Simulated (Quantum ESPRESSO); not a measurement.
Crystal: BAs.

```
CELL_PARAMETERS angstrom
0.00000 2.38850 2.38850
2.38850 0.00000 2.38850
2.38850 2.38850 0.00000
ATOMIC_POSITIONS crystal
As 0.75000 0.75000 0.75000
B 0.00000 0.00000 0.00000
```

Base run:

* Program: Quantum ESPRESSO 7.5
* Functional: PBEsol
* Potentials or basis: PseudoDojo 0.4.1 SR PBEsol standard
* Cutoff: 1143 eV
* Density cutoff: 4572 eV
* k mesh: 6 × 6 × 6
* Occupations: fixed
* Spin: no spin polarisation

Its results: band gap on the k mesh, mean-field level 1.20 eV, indirect (least direct gap 3.26 eV).

Problem. The run is repeated on the same cell with these changes: k mesh from 6 × 6 × 6 to 4 × 4 × 4. What comes out?

Solution. Band gap on the k mesh, mean-field level 1.33 eV, indirect (least direct gap 3.26 eV).

Caveats: some runs use coarse meshes.

A k mesh can miss the band edges.

Not every run made on this cell is shown here.
